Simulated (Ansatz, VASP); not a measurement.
## ZnS in VASP and in Ansatz

The input INCAR:

```
SYSTEM = ZnS
  PREC = Accurate
  ENCUT = 520
  EDIFF = 1E-6
  ISMEAR = -1
  SIGMA = 0.02
  LREAL = .False.
  LASPH = .True.
  NELM = 80
  ALGO = Normal
  ISIF = 2
  LWAVE = .False.
  LCHARG = .False.
  GGA = PE
  NBANDS = 26
```

The input KPOINTS:

```
Automatic mesh
0
Gamma
  10 10 6
  0 0 0
```

File POSCAR:

```
ZnS
1.0
    3.8057964671      0.0000000000      0.0000000000
   -1.9028982335      3.2959164221      0.0000000000
    0.0000000000      0.0000000000      6.2379816300
Zn S
2 2
Direct
    0.3333333300      0.6666666700      0.0001396800
    0.6666666700      0.3333333300      0.5001396800
    0.3333333300      0.6666666700      0.3748603200
    0.6666666700      0.3333333300      0.8748603200
```

Input for Ansatz:

```yaml
crystal:
  lattice:
    - [3.8057964671, 0.0, 0.0]
    - [-1.9028982335, 3.2959164221, 0.0]
    - [0.0, 0.0, 6.23798163]
  atoms:
    - { symbol: Zn, position: [0.33333333, 0.66666667, 0.00013968] }
    - { symbol: Zn, position: [0.66666667, 0.33333333, 0.50013968] }
    - { symbol: S, position: [0.33333333, 0.66666667, 0.37486032] }
    - { symbol: S, position: [0.66666667, 0.33333333, 0.87486032] }
hamiltonian:
  xc: pbe
  pseudopotentials:
    kind: all_electron
    lapw: { muffin_tin_radii: { Zn: 1.127, S: 1.032 } }
kpoints:
  mp_grid: { grid: [10, 10, 6] }
scf:
  occupations: { method: fermi_dirac, width: 0.02 }
  convergence: { dr2_threshold: 1.0e-09 }
output:
  eigenvalues: true
  forces: true
  stress: true
basis:
  ecutwfc: 400
```

The cell is a database's computed one.

Alike in both runs: task single point; functional PBE; k mesh 10 × 10 × 6; occupations fermi-dirac, width 0.02 eV; no spin polarisation.

```csv
,VASP,Ansatz
version,VASP 6.6.1,Ansatz 0.2.0
potentials or method,"VASP PAW PBE potentials, release 64 (Zn, S)","all-electron LAPW, scalar-relativistic"
plane-wave cutoff (eV),520,see its input
```

Ansatz gave:

| Property | Result |
| --- | --- |
| gap on the k mesh at the Fermi level (eV) | 2.22 |
| least direct gap on the mesh (eV) | 2.22 |
| pressure (GPa) | 2.3 |
| rms of the force components (eV/Å) | 0.006 |

Task: Which values does VASP return?

Result: gap on the k mesh at the Fermi level (eV): 2.23; least direct gap on the mesh (eV): 2.23; pressure (GPa): 2.5; rms of the force components (eV/Å): 0.006.

Atom by atom the forces differ by 0.000 eV/Å (rms over components). Ansatz ran all-electron here, so the differences hold the error of VASP's frozen core and of both bases.

As with any semilocal functional, this PBE gap is likely too small.
